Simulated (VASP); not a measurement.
**Results of a VASP single-point calculation on SnSe (strained zincblende)**

POSCAR

```
Sn Se
 1.0000000000000000
     0.0000000000000000    3.3639842879000001    3.5321835023000001
     3.3639842879000001    0.0000000000000000    3.5321835023000001
     3.3639842879000001    3.3639842879000001    0.0000000000000000
 Sn  Se
   1   1
Cartesian
  0.0000000000000000  0.0000000000000000  0.0000000000000000
  1.6819921439500001  1.6819921439500001  1.7660917511500005
```

```json
{
  "gap between bands v and c": "0.12 eV",
  "least direct gap": "0.76 eV"
}
```

Band v is the last that the valence electrons fill when counted band by band, and c is the next. Levels in eV from the top of v:

```csv
point,v−1,v,c,c+1
Γ,-2.30,-2.30,1.55,1.55
X,-3.41,-0.50,0.26,4.34
K,-3.38,-0.58,1.22,3.42
L,-2.76,-2.19,2.33,2.39
W,-3.69,0.00,1.78,2.35
```

Problem. Which of these levels of theory gave these results?
A. PBE with spin–orbit coupling
B. PBE0
C. PBEsol
D. r²SCAN
E. HSE06
F. PBE
G. LDA

Solution. D.

The INCAR was:

```
NBANDS = 17
NELM = 120
ENCUT = 520
SIGMA = 0.02
PREC = Accurate
LELF = .TRUE.
ISIF = 2
IBRION = -1
METAGGA = R2SCAN
LCHARG = .TRUE.
ALGO = Normal
LREAL = .FALSE.
LASPH = .TRUE.
NSW = 0
ISMEAR = -1
LWAVE = .FALSE.
EDIFF = 1E-7
```
